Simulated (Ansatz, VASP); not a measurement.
# Cu in VASP and in Ansatz

```
Cu
1.0
     2.51891    0.00000    0.00000
    -1.25946    2.18144    0.00000
     0.00000    0.00000   18.11337
Cu
3
Direct
  0.66667 0.33333 0.38645
  0.33333 0.66667 0.50021
  0.00000 0.00000 0.61397
```

Alike in both runs: functional PBE; dispersion D3(BJ); k mesh 12 × 12 × 1; occupations gaussian, width 0.1 eV; no spin polarisation.

Ansatz relaxed the structure, and its values are those at the end. VASP's run is a single point on that final structure, the one shown.

|  | VASP | Ansatz |
| --- | --- | --- |
| version | VASP 6.6.1 | Ansatz 0.2.0 |
| potentials or method | VASP PAW PBE potentials, release 64 (Cu) | scalar-relativistic, plane waves, PAW |
| plane-wave cutoff (eV) | 520 | 420 |
| valence electrons in the cell | 33 | 57 |

|  | VASP | Ansatz | Ansatz less VASP |
| --- | --- | --- | --- |
| gap on the k mesh at the Fermi level (eV) | none | none | - |
| rms of the force components (eV/Å) | 0.026 | 0.014 | -0.0115 |

A gap of «none» marks a metal or a gap that the smearing closes. The two sets of potentials don't hold the same shells in valence. Ansatz warned: «vacuum_density_over_bound».
